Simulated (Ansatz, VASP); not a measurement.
# One calculation of Pb, two programs

```
Pb
1.0
     0.00000    2.47502    2.47502
     2.47502    0.00000    2.47502
     2.47502    2.47502    0.00000
Pb
1
Direct
  0.00000 0.00000 0.00000
```

Alike in both runs: task relaxation of cell and atoms; functional PBEsol; k mesh 9 × 9 × 9; occupations fermi-dirac, width 0.05 eV; no spin polarisation.

```csv
,VASP,Ansatz
version,VASP 6.6.1,Ansatz 0.2.0
potentials or method,"VASP PAW PBE potentials, release 64 (Pb_d)",Ansatz PAW
plane-wave cutoff (eV),600,420
valence electrons in the cell,14,14
```

```csv
,VASP,Ansatz,Ansatz less VASP
relaxed volume (Å³/atom),29.94,29.94,0.000
relaxed cell length with the largest relative difference (Å),3.485,3.485,0.0000
```

Caveats: the PAW data sets were made with another functional, which shifts forces and pressure a little (VASP); the plane-wave basis is chosen anew once the cell has moved, so the energies of steps on either side of that aren't comparable (Ansatz); the PAW data sets come from PBE, with cores solved anew for the run's functional, which leaves a small shift of forces and pressure (Ansatz). The runs have no spin-orbit coupling, so splittings on Pb are missing.
